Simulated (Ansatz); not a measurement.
Runs of Ansatz 0.2.0 on SiO2. The structure is tetragonal, space group P4_32_12 (No. 96). The conventional cell has a = 4.976 Å, b = 4.976 Å, c = 6.901 Å, α = 90.00°, β = 90.00°, γ = 90.00°. Si (site symmetry 2) has 4 O at 1.61 Å as nearest neighbours. O (site symmetry 1) has 2 Si at 1.61 Å as nearest neighbours. The cell comes from a database or a generator and needn't be the stable form of this composition.

```csv
task,level,cell,points for each segment of the path,gap on the mesh (eV),pressure (GPa),relaxed volume (Å³/atom),largest force (eV/Å)
band structure,PBEsol,as given,10,5.67,2.4,-,(c)
relaxation of cell and atoms,PBEsol,relaxed,-,5.57,0.0,(a),-
relaxation of cell and atoms,BLYP,relaxed,-,5.44,0.0,16.05,0.01
relaxation of cell and atoms,BLYP+D3(BJ),relaxed,-,(b),0.0,13.33,-
```

Alike in all rows: potentials or basis Ansatz PAW; no spin polarisation; k mesh 6 × 6 × 4; cutoff (eV) 420; smearing fermi-dirac 0.05 eV.

**Question.** Estimate the missing entries.

**Answer.** (a) 14.79; (b) 5.75; (c) 0.16.

Caveats: the PAW data sets come from PBE, with cores solved anew for the run's functional, which leaves a small shift of forces and pressure; the plane-wave basis is chosen anew once the cell has moved, so the energies of steps on either side of that aren't comparable (some runs).

A k mesh can miss the band edges.

Runs at the PBE level aren't shown here.
